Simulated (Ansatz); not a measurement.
## AlPt in Ansatz: the effect of target pressure

Crystal: AlPt.

```
Pt Al
1.0
     3.09155    0.00000    0.00000
     0.00000    3.09155    0.00000
     0.00000    0.00000    3.09155
Pt Al
1 1
Direct
  0.50000 0.50000 0.50000
  0.00000 0.00000 0.00000
```

Measurements of this composition are mostly on another form, of space group No. 198.

Alike in all runs:

| Quantity | Value |
| --- | --- |
| Program | Ansatz 0.2.0 |
| Task | relaxation of cell and atoms |
| Functional | PBEsol |
| Potentials or basis | all-electron LAPW, scalar-relativistic |
| Basis error allowed | 0.001 eV/atom |
| k mesh | 9 × 9 × 9 |
| Occupations | fermi-dirac, width 0.05 eV |
| Spin | no spin polarisation |

Each run relaxes the cell or the atoms first.

```tsv
target pressure	relaxed volume (Å³/atom)
0 GPa	14.33
5 GPa	?
10 GPa	13.71
20 GPa	13.21
30 GPa	12.79
```

What does the run with target pressure 5 GPa give?

Relaxed volume 14.00 Å³/atom.

Worked out: In Murnaghan's law V^(-B') rises as a straight line in P. The other rows fit best with B' = 4.2, V0 = 14.33 Å³/atom and B0 = 206 GPa, which gives 14.00 Å³/atom at 5 GPa, against the run's 14.00.
